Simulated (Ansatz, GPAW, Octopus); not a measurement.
# MgS: 3 runs at one level of theory

```
S Mg
1.0
     4.03462    0.00000    0.00000
    -2.01731    3.49409    0.00000
     0.00000    0.00000    6.43229
S Mg
2 2
Direct
  0.66667 0.33333 0.87924
  0.33333 0.66667 0.37924
  0.33333 0.66667 0.99575
  0.66667 0.33333 0.49575
```

The cell comes from a database or a generator and needn't be the stable form of this composition.

Alike in all runs: task single point; functional PBEsol; k mesh 8 × 8 × 4; occupations fermi-dirac, width 0.05 eV; no spin polarisation; no spin-orbit coupling. Pressure is positive in compression and, in plane waves, holds the error of the finite cutoff.

```
                             program and potentials  plane-wave cutoff (eV)  notes  band gap (eV)  pressure (GPa)
Octopus, pseudodojo_pbesol (PseudoDojo 0.4, PBEsol)                       -      -           3.26               -
     Ansatz, all-electron LAPW, scalar-relativistic                       -      -           3.27           -0.34
  GPAW, PAW data sets generated for this functional                     800      -           3.27           -0.25
```

Force on atom 1 (S), eV/Å:

| program and potentials | x | y | z |
| --- | --- | --- | --- |
| Octopus, pseudodojo_pbesol (PseudoDojo 0.4, PBEsol) | 0.000 | 0.000 | -0.058 |
| Ansatz, all-electron LAPW, scalar-relativistic | 0.000 | 0.000 | -0.045 |
| GPAW, PAW data sets generated for this functional | 0.000 | 0.000 | -0.045 |

The band gap spans 3.26 (Octopus, pseudodojo_pbesol (PseudoDojo 0.4, PBEsol)) to 3.27 eV (Ansatz, all-electron LAPW, scalar-relativistic), with all-electron results at 3.27. The pressure spans -0.34 (Ansatz, all-electron LAPW, scalar-relativistic) to -0.25 GPa (GPAW, PAW data sets generated for this functional), with all-electron results at -0.34.

The functional is the same throughout but for its coding, so the spread measures potentials, basis and numerics; runs on potential files found faulty are left out.
